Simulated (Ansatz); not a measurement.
# SnSe: single point with PBE

Crystal: SnSe.

```
Sn Se
1.0
    11.42000    0.00000    0.00000
     0.00000    4.19000    0.00000
     0.00000    0.00000    4.46000
Sn Se
4 4
Direct
  0.87700 0.75000 0.90900
  0.62300 0.25000 0.40900
  0.37700 0.75000 0.59100
  0.12300 0.25000 0.09100
  0.64300 0.75000 0.98400
  0.85700 0.25000 0.48400
  0.14300 0.75000 0.51600
  0.35700 0.25000 0.01600
```

* Program: Ansatz 0.2.0
* Task: single point
* Functional: PBE
* Potentials or basis: Ansatz PAW
* Cutoff: 420 eV (not typed: the program's choice for these potentials)
* k mesh: 3 × 6 × 6
* Occupations: gaussian, width 0.012 eV
* Spin: no spin polarisation

```yaml
Pressure: 2.4 GPa
Largest_force: 0.311 eV/Å
Band_gap_on_the_k_mesh: 0.54 eV, indirect (least direct gap 0.71 eV)
```

Forces on the atoms (eV/Å):
```
Sn   0.310  0.000 -0.019
Sn  -0.310  0.000 -0.019
Sn   0.310  0.000  0.019
Sn  -0.310  0.000  0.019
Se  -0.258  0.000  0.029
Se   0.258  0.000  0.029
Se  -0.258  0.000 -0.029
Se   0.258  0.000 -0.029
```

Stress tensor (GPa, compression positive):
```
4.22 0.00 0.00
0.00 1.59 0.00
0.00 0.00 1.38
```

Levels at points of the mesh, in eV from the valence-band top:
```csv
k point,band 57,band 58,band 59,band 60,band 61,band 62,band 63,band 64
"(0.00, 0.00, 0.00)",-1.55,-1.20,-0.78,-0.56,0.80,2.96,3.05,3.07
"(0.00, 0.00, -0.50)",-0.78,-0.78,-0.31,-0.31,1.26,1.26,1.58,1.58
"(0.00, -0.50, 0.00)",-1.03,-1.03,-0.76,-0.76,0.91,0.91,1.39,1.39
"(0.00, -0.50, -0.50)",-2.25,-2.25,-1.52,-1.52,2.86,2.86,3.12,3.12
```

Run time: 8.4 s on 4 threads of Intel(R) Xeon(R) Processor @ 2.70GHz, with other jobs on the host, peak memory 0.89 GiB.

The gap isn't set beside the measured one, since this odd mesh misses points on the zone boundary.

Caveat: odd divisions of the mesh miss points on the zone boundary, where band edges often lie, so the gap on the mesh can be too wide; spin-orbit coupling is left out, which moves the levels of the heavy elements.
